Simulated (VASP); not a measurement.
**Sn: relaxation of cell and atoms with BEEF-vdW**

Sn:

```
Sn
1.0
     0.00000    3.23334    3.23334
     3.23334    0.00000    3.23334
     3.23334    3.23334    0.00000
Sn
2
Direct
  0.75000 0.75000 0.75000
  0.50000 0.50000 0.50000
```

This isn't the form of Sn at room conditions, which is tetragonal (white tin).

```json
{"Program": "VASP 6.6.1", "Task": "relaxation of cell and atoms", "Functional": "BEEF-vdW", "Potentials or basis": "VASP PAW PBE potentials, release 64 (Sn_d)", "Cutoff": "600 eV", "k mesh": "7 × 7 × 7", "Occupations": "fermi-dirac, width 0.05 eV", "Spin": "no spin polarisation", "Further INCAR settings": "ALGO = Normal; EDIFF = 1e-06; IBRION = 2; EDIFFG = -0.01; NSW = 60; ISIF = 3"}
```

```json
{"Relaxed volume": "37.93 Å³/atom", "Relaxed cell": "a = 4.752 Å, b = 4.752 Å, c = 4.752 Å, α = 60.00°, β = 60.00°, γ = 60.00°", "Space group after relaxing (to 0.05 Å)": "Fd-3m (No. 227)", "Energy gained by relaxing": "57.0 meV/atom", "Ionic steps": "3", "Pressure after relaxing": "0.0 GPa", "Band gap on the k mesh": "none (metal or under the smearing width)"}
```

The path:
```csv
step,energy change (eV),largest force (eV/Å),pressure (GPa),volume (Å³)
1,0.0000,0.0000,4.97,67.61
2,-0.1064,0.0000,-0.89,78.39
3,-0.1141,0.0000,0.00,75.87
```

Final structure:
```
CELL_PARAMETERS angstrom
0.00000 3.35999 3.35999
3.35999 0.00000 3.35999
3.35999 3.35999 0.00000
ATOMIC_POSITIONS crystal
Sn 0.75000 0.75000 0.75000
Sn 0.50000 0.50000 0.50000
```

Levels at points of the mesh, in eV from the Fermi level:
```csv
k point,band 10,band 11,band 12,band 13,band 14,band 15,band 16,band 17,band 18
"(0.00, 0.00, 0.00)",-21.57,-9.80,-1.24,0.21,0.21,0.21,2.28,2.28,2.28
```

It took 3.6 min on 1 thread of Intel(R) Xeon(R) 6975P-C (Granite Rapids) (shared host), peak memory 0.57 GiB.

Caveat: the PAW data sets were made with another functional, which shifts forces and pressure a little; the volume moved by +12 % from the deposited cell, more than functionals usually miss. Zero-point motion and thermal expansion aren't in these numbers.
